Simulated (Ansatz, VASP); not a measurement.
**One calculation of LiSe3, two programs**

```
Li Se
1.0
     4.38927    0.00000    0.00000
     0.00000    4.38927    0.00000
     0.00000    0.00000    5.47879
Li Se
1 3
Direct
  0.00000 0.00000 0.00000
  0.50000 0.50000 0.20032
  0.50000 0.50000 0.79968
  0.00000 0.00000 0.50000
```

Alike in both runs: task single point; functional PBE; k mesh 4 × 4 × 4; occupations gaussian, width 0.1 eV; no spin polarisation.

```csv
,VASP,Ansatz
version,VASP 6.6.1,Ansatz 0.2.0
potentials or method,"VASP PAW PBE potentials, release 64 (Li_sv, Se)","scalar-relativistic, plane waves, PAW"
plane-wave cutoff (eV),520,420
valence electrons in the cell,21,51
```

VASP gave:

* gap on the k mesh at the Fermi level (eV): none
* rms of the force components (eV/Å): 0.558

Which values does Ansatz return?

gap on the k mesh at the Fermi level (eV): none; rms of the force components (eV/Å): 0.531.

Atom by atom the forces differ by 0.027 eV/Å (rms over components). A gap of «none» marks a metal or a gap that the smearing closes. The two sets of potentials don't hold the same shells in valence.

Caveats: forces of over 1 eV/Å show positions far from the minimum, so gaps and moduli don't describe the material at rest.
